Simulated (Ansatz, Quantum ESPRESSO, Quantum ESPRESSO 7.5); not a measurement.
# 1 layers of W in Li(110), on the host's sites: ballistic transmission

How well does the junction conduct in the ballistic limit? It is: 1 layers of W in Li(110), on the host's sites.

Main program and level: Quantum ESPRESSO 7.5; plane-wave DFT, PBE, JTH PAW pseudopotentials (cross-check by Ansatz 0.2.0 with PAW datasets).

### Step 1. The structure

The cell holds 14 atoms: 13 Li and 1 W. Cell: a = 3.440 Å, b = 2.979 Å, c = 33.543 Å, α = 90.0°, β = 90.0°, γ = 54.7°. It derives from Li. Regions: left lead, 6 atoms (6 Li); channel, 2 atoms (1 W and 1 Li); right lead, 6 atoms (6 Li). The structure is stacked along c, and the current runs across the ab planes.

### Step 2. SCF with pw.x

One periodic cell holds a stretch of lead, the junction and more lead; the atoms stay as built.

scf.in

```
&control
  prefix = 'scf'
  outdir = './out'
  pseudo_dir = './pseudo'
  calculation = 'scf'
  tprnfor = .true.
/
&system
  ibrav = 0
  nat = 14
  ntyp = 2
  ecutwfc = 45
  ecutrho = 360
  occupations = 'smearing'
  smearing = 'mv'
  degauss = 0.01
/
&electrons
  conv_thr = 1e-07
  mixing_beta = 0.25
  electron_maxstep = 120
  mixing_mode = 'local-TF'
/
ATOMIC_SPECIES
  Li  6.9400  Li.GGA_PBE-JTH.UPF
  W   183.8400  W.GGA_PBE-JTH.UPF
CELL_PARAMETERS angstrom
  3.44000000000000 0.00000000000000 0.00000000000000
  1.72000000000000 2.43244732728172 0.00000000000000
  0.00000000000000 0.00000000000000 33.54335546497417
ATOMIC_POSITIONS crystal
  Li  0.000000000000 0.000000000000 0.000000000000
  Li  0.500000000000 0.000000000000 0.072516517610
  Li  0.000000000000 0.000000000000 0.145033035220
  Li  0.500000000000 0.000000000000 0.217549552831
  Li  0.000000000000 0.000000000000 0.290066070441
  Li  0.500000000000 0.000000000000 0.362582588051
  W   0.000000000000 0.000000000000 0.427483482390
  Li  0.500000000000 0.000000000000 0.492384376728
  Li  0.000000000000 0.000000000000 0.564900894339
  Li  0.500000000000 0.000000000000 0.637417411949
  Li  0.000000000000 0.000000000000 0.709933929559
  Li  0.500000000000 0.000000000000 0.782450447169
  Li  0.000000000000 0.000000000000 0.854966964780
  Li  0.500000000000 0.000000000000 0.927483482390
K_POINTS automatic
  8 10 1 0 0 0
```

Started as:

```sh
$ OMP_NUM_THREADS=1 mpirun -n 2 pw.x -nk 2 -in scf.in > scf.out
```

Output:

```text
Program PWSCF v.7.5 starts
[citation notice left out]

     Parallel version (MPI & OpenMP), running on       2 processor cores
     Number of MPI processes:                 2
     Threads/MPI process:                     1

     MPI processes distributed on     1 nodes
[...]
Current dimensions of program PWSCF are:
     Max number of different atomic species (ntypx) = 10
     Max number of k-points (npk) =  40000
     Max angular momentum in pseudopotentials (lmaxx) =  4
     file Li.GGA_PBE-JTH.UPF: wavefunction(s)  1S 2S 0S 2P 0P renormalized
     file W.GGA_PBE-JTH.UPF: wavefunction(s)  5S 6S 5P 6P 5D 0D renormalized
     Message from routine setup:
     using ibrav=0 with symmetry is DISCOURAGED, use correct ibrav instead

     K-points division:     npool     =       2
     Subspace diagonalization in iterative solution of the eigenvalue problem:
     a serial algorithm will be used

     G-vector sticks info
     --------------------
     sticks:   dense  smooth     PW     G-vecs:    dense   smooth      PW
     Sum         845     419    137               218103    76877   14587

     Using Slab Decomposition

     bravais-lattice index     =            0
     lattice parameter (alat)  =       6.5007  a.u.
     unit-cell volume          =    1894.1091 (a.u.)^3
     number of atoms/cell      =           14
     number of atomic types    =            2
     number of electrons       =        53.00
     number of Kohn-Sham states=           32
     kinetic-energy cutoff     =      45.0000  Ry
     charge density cutoff     =     360.0000  Ry
     scf convergence threshold =      1.0E-07
     mixing beta               =       0.2500
     number of iterations used =            8  local-TF  mixing
     Exchange-correlation= SLA PW PBX PBC
                           (   1   4   3   4   0   0   0)

     celldm(1)=   6.500658  celldm(2)=   0.000000  celldm(3)=   0.000000
     celldm(4)=   0.000000  celldm(5)=   0.000000  celldm(6)=   0.000000

     crystal axes: (cart. coord. in units of alat)
               a(1) = (   1.000000   0.000000   0.000000 )
               a(2) = (   0.500000   0.707107   0.000000 )
               a(3) = (   0.000000   0.000000   9.750975 )

     reciprocal axes: (cart. coord. in units 2 pi/alat)
               b(1) = (  1.000000 -0.707107  0.000000 )
               b(2) = (  0.000000  1.414214  0.000000 )
               b(3) = (  0.000000  0.000000  0.102554 )

     PseudoPot. # 1 for Li read from file:
     ./pseudo/Li.GGA_PBE-JTH.UPF
     Pseudo is Projector augmented-wave + core cor, Zval =  3.0
     Generated using ATOMPAW code
     Shape of augmentation charge: BESSEL
     Using radial grid of  865 points,  5 beta functions with:
                l(1) =   0
                l(2) =   0
                l(3) =   0
                l(4) =   1
                l(5) =   1
     Q(r) pseudized with 0 coefficients

     PseudoPot. # 2 for W  read from file:
     ./pseudo/W.GGA_PBE-JTH.UPF
     Pseudo is Projector augmented-wave + core cor, Zval = 14.0
     Generated using ATOMPAW code
     Shape of augmentation charge: BESSEL
     Using radial grid of 1121 points,  6 beta functions with:
                l(1) =   0
                l(2) =   0
                l(3) =   1
                l(4) =   1
                l(5) =   2
                l(6) =   2
     Q(r) pseudized with 0 coefficients

     atomic species   valence    mass     pseudopotential
     Li                3.00     6.94000     Li( 1.00)
     W                14.00   183.84000     W ( 1.00)

      4 Sym. Ops. (no inversion) found

   Cartesian axes

     site n.     atom                  positions (alat units)
         1        Li     tau(   1) = (   0.0000000   0.0000000   0.0000000  )
         2        Li     tau(   2) = (   0.5000000   0.0000000   0.7071068  )
         3        Li     tau(   3) = (   0.0000000   0.0000000   1.4142136  )
         4        Li     tau(   4) = (   0.5000000   0.0000000   2.1213203  )
         5        Li     tau(   5) = (   0.0000000   0.0000000   2.8284271  )
         6        Li     tau(   6) = (   0.5000000   0.0000000   3.5355339  )
         7        W      tau(   7) = (   0.0000000   0.0000000   4.1683809  )
         8        Li     tau(   8) = (   0.5000000   0.0000000   4.8012280  )
         9        Li     tau(   9) = (   0.0000000   0.0000000   5.5083347  )
        10        Li     tau(  10) = (   0.5000000   0.0000000   6.2154415  )
        11        Li     tau(  11) = (   0.0000000   0.0000000   6.9225483  )
        12        Li     tau(  12) = (   0.5000000   0.0000000   7.6296551  )
        13        Li     tau(  13) = (   0.0000000   0.0000000   8.3367619  )
        14        Li     tau(  14) = (   0.5000000   0.0000000   9.0438686  )

     number of k points=    39  Marzari-Vanderbilt smearing, width (Ry)=  0.0100
                       cart. coord. in units 2pi/alat
        k(    1) = (   0.0000000   0.0000000   0.0000000), wk =   0.0250000
        k(    2) = (   0.0000000   0.1414214   0.0000000), wk =   0.0500000
        k(    3) = (   0.0000000   0.2828427   0.0000000), wk =   0.0500000
        k(    4) = (   0.0000000   0.4242641   0.0000000), wk =   0.0500000
        k(    5) = (   0.0000000   0.5656854   0.0000000), wk =   0.0500000
        k(    6) = (   0.0000000  -0.7071068   0.0000000), wk =   0.0250000
        k(    7) = (   0.1250000  -0.0883883   0.0000000), wk =   0.0500000
        k(    8) = (   0.1250000   0.0530330   0.0000000), wk =   0.0500000
        k(    9) = (   0.1250000   0.1944544   0.0000000), wk =   0.0500000
        k(   10) = (   0.1250000   0.3358757   0.0000000), wk =   0.0500000
[...]
k(   39) = (  -0.5000000   0.6363961   0.0000000), wk =   0.1000000

     Dense  grid:   218103 G-vectors     FFT dimensions: (  40,  36, 384)

     Smooth grid:    76877 G-vectors     FFT dimensions: (  27,  25, 288)

     Estimated max dynamical RAM per process >     628.95 MB

     Estimated total dynamical RAM >       1.18 GB

     Check: negative core charge=   -0.000002

     Initial potential from superposition of free atoms

     starting charge      52.9395, renormalised to      53.0000
     Starting wfcs are  135 randomized atomic wfcs
     Checking if some PAW data can be deallocated...

     total cpu time spent up to now is       16.6 secs

     per-process dynamical memory:   220.0 Mb

     Self-consistent Calculation

     iteration #  1     ecut=    45.00 Ry     beta= 0.25
     Davidson diagonalization with overlap
     ethr =  1.00E-02,  avg # of iterations =  1.2

     total cpu time spent up to now is       25.7 secs

     total energy              =    -955.83599445 Ry
     estimated scf accuracy    <       2.39009368 Ry

     iteration #  2     ecut=    45.00 Ry     beta= 0.25
[...]
total energy              =    -955.61369560 Ry
     estimated scf accuracy    <       0.95967535 Ry

     iteration #  3     ecut=    45.00 Ry     beta= 0.25
[...]
total energy              =    -955.65575642 Ry
     estimated scf accuracy    <       0.05163403 Ry

     iteration #  4     ecut=    45.00 Ry     beta= 0.25
[...]
total energy              =    -955.66388979 Ry
     estimated scf accuracy    <       0.04412824 Ry

     iteration #  5     ecut=    45.00 Ry     beta= 0.25
[...]
total energy              =    -955.66718653 Ry
     estimated scf accuracy    <       0.00229909 Ry

     iteration #  6     ecut=    45.00 Ry     beta= 0.25
[...]
c_bands:  1 eigenvalues not converged
[...]
total energy              =    -955.66832698 Ry
     estimated scf accuracy    <       0.00061961 Ry

     iteration #  7     ecut=    45.00 Ry     beta= 0.25
[...]
total energy              =    -955.66831923 Ry
     estimated scf accuracy    <       0.00067957 Ry

     iteration #  8     ecut=    45.00 Ry     beta= 0.25
[...]
total energy              =    -955.66829206 Ry
     estimated scf accuracy    <       0.00066987 Ry

     iteration #  9     ecut=    45.00 Ry     beta= 0.25
[...]
total energy              =    -955.66831336 Ry
     estimated scf accuracy    <       0.00001737 Ry

     iteration # 10     ecut=    45.00 Ry     beta= 0.25
[...]
total energy              =    -955.66831861 Ry
     estimated scf accuracy    <       0.00000874 Ry

     iteration # 11     ecut=    45.00 Ry     beta= 0.25
[...]
total energy              =    -955.66831682 Ry
     estimated scf accuracy    <       0.00000634 Ry

     iteration # 12     ecut=    45.00 Ry     beta= 0.25
[...]
total energy              =    -955.66831695 Ry
     estimated scf accuracy    <       0.00000075 Ry

     iteration # 13     ecut=    45.00 Ry     beta= 0.25
[...]
total energy              =    -955.66831714 Ry
     estimated scf accuracy    <       0.00000023 Ry

     iteration # 14     ecut=    45.00 Ry     beta= 0.25
[...]
total energy              =    -955.66831703 Ry
     estimated scf accuracy    <       0.00000026 Ry

     iteration # 15     ecut=    45.00 Ry     beta= 0.25
[...]
End of self-consistent calculation

          k = 0.0000 0.0000 0.0000 (  9517 PWs)   bands (ev):

   -71.9109 -44.4739 -44.4737 -44.4596 -44.4593 -44.4475 -44.4464 -44.4451
   -44.4436 -44.4298 -44.4277 -44.4262 -43.5662 -43.5658 -36.1024 -35.8271
   -35.7011  -3.8526  -1.4831  -1.4079  -1.2632  -1.0851  -0.8189  -0.5672
    -0.2313   0.1274   0.4495   0.8409   0.9860   1.2702   1.9625   2.0725

          k = 0.0000 0.1414 0.0000 (  9562 PWs)   bands (ev):

   -71.9074 -44.4723 -44.4722 -44.4582 -44.4578 -44.4459 -44.4450 -44.4436
   -44.4421 -44.4284 -44.4265 -44.4253 -43.5647 -43.5643 -36.0953 -35.8464
   -35.7478  -3.4926  -1.2935  -1.2192  -1.0707  -0.8987  -0.6214  -0.3885
    -0.0304   0.2913   0.6449   1.1320   1.1774   1.4645   2.0842   2.2834

          k = 0.0000 0.2828 0.0000 (  9644 PWs)   bands (ev):

   -71.8980 -44.4683 -44.4682 -44.4544 -44.4540 -44.4417 -44.4410 -44.4398
   -44.4384 -44.4248 -44.4231 -44.4218 -43.5606 -43.5603 -36.0768 -35.8966
   -35.8683  -2.5077  -0.7240  -0.6562  -0.4936  -0.3555  -0.0330   0.1005
     0.5555   0.7086   1.2035   1.4965   2.0327   2.1541   2.2952   2.3968

          k = 0.0000 0.4243 0.0000 (  9648 PWs)   bands (ev):

   -71.8864 -44.4630 -44.4630 -44.4494 -44.4491 -44.4362 -44.4358 -44.4349
   -44.4335 -44.4201 -44.4185 -44.4174 -43.5554 -43.5552 -36.0538 -36.0142
   -35.9579  -1.2900   0.1163   0.2145   0.3668   0.4245   0.7675   0.7806
     1.2067   1.4252   1.9107   2.2774   2.3673   2.6849   2.9377   3.2744

          k = 0.0000 0.5657 0.0000 (  9646 PWs)   bands (ev):

   -71.8770 -44.4589 -44.4588 -44.4454 -44.4451 -44.4322 -44.4318 -44.4307
   -44.4293 -44.4161 -44.4148 -44.4138 -43.5513 -43.5508 -36.1298 -36.0351
   -36.0070  -0.8406   0.1768   1.2949   1.4761   1.5632   1.8004   1.9868
     2.3414   2.3819   2.6707   3.0767   3.3252   3.5788   4.2934   4.6472

          k = 0.0000-0.7071 0.0000 (  9656 PWs)   bands (ev):

   -71.8734 -44.4574 -44.4573 -44.4439 -44.4435 -44.4306 -44.4303 -44.4293
   -44.4278 -44.4146 -44.4135 -44.4122 -43.5498 -43.5492 -36.1735 -36.0280
   -36.0256  -0.9155   0.1463   2.2168   2.3208   2.4149   2.4585   2.4960
     2.8850   2.9360   3.5276   3.7206   4.4554   4.7882   5.3067   5.3413

[...]
the Fermi energy is     2.0622 ev

!    total energy              =    -955.66831705 Ry
     total all-electron energy =      -955.668317 Ry
     estimated scf accuracy    <       0.00000001 Ry
     smearing contrib. (-TS)   =      -0.00051559 Ry
     internal energy E=F+TS    =    -955.66780146 Ry

     The total energy is F=E-TS. E is the sum of the following terms:
     one-electron contribution =    -700.70021518 Ry
     hartree contribution      =     327.22954570 Ry
     xc contribution           =     -67.71277997 Ry
     ewald contribution        =      99.70603271 Ry
     one-center paw contrib.   =    -614.19038472 Ry

     convergence has been achieved in  15 iterations

     Forces acting on atoms (cartesian axes, Ry/au):

     atom    1 type  1   force =     0.00000000    0.00000000   -0.00023463
     atom    2 type  1   force =     0.00000000    0.00000000    0.00014318
     atom    3 type  1   force =     0.00000000    0.00000000    0.00035197
     atom    4 type  1   force =     0.00000000    0.00000000    0.00118958
     atom    5 type  1   force =     0.00000000    0.00000000   -0.00183797
     atom    6 type  1   force =     0.00000000   -0.00000000   -0.00008402
     atom    7 type  2   force =     0.00000000    0.00000000   -0.00003075
     atom    8 type  1   force =     0.00000000   -0.00000000    0.00004750
     atom    9 type  1   force =     0.00000000    0.00000000    0.00184382
     atom   10 type  1   force =     0.00000000    0.00000000   -0.00116780
     atom   11 type  1   force =     0.00000000    0.00000000   -0.00032395
     atom   12 type  1   force =     0.00000000    0.00000000   -0.00013069
     atom   13 type  1   force =     0.00000000    0.00000000    0.00023402
     atom   14 type  1   force =     0.00000000    0.00000000   -0.00000027

     Total force =     0.003153     Total SCF correction =     0.000165

[...]
=------------------------------------------------------------------------------=
   JOB DONE.
=------------------------------------------------------------------------------=
```

Run time: 3 min. Hardware: 2 MPI ranks of Arm Neoverse V2, shared host; peak memory 1.1 GiB; 6 min of CPU time.

Read from the output:

| Property | Result |
| --- | --- |
| free energy | -13002.5298 eV |
| Fermi energy | 2.062 eV |

The program's own clock; routines nest. Time by routine:

```tsv
routine	wall time (s)	calls
PWSCF	180.5	1
electrons	161.4	1
c_bands	121.3	15
cegterg	111.4	300
h_psi	92.82	1199
fftw	76.49	58416
vloc_psi	70.25	1199
sum_band	25.78	15
init_run	16.48	1
calbec	16.46	1579
wfcinit	15.1	1
h_psi:calbec	11.12	1199
add_vuspsi	11.12	1199
s_psi	11.01	1199
```

The run needed 15 iterations to bring the estimated error under 1e-07 Ry; the largest force on any atom, held or free, is 0.05 eV/Å.

[end of part 1 of 4]

[Logs are printed without paths, hosts, clocks, repeated set-up lines and the standing remarks that a program may print on its own settings, such as how far it seeks lower states.]

[Hosts, paths, dates, database ids (printed as entryN), source tags and the programs' standing remarks are cut or masked in the printed files.]

[Maps of the electrostatic potential energy from Ansatz leave out the sawtooth potential of an applied field or a dipole correction, so their vacuum need not be flat; planar profiles and work functions include it.]
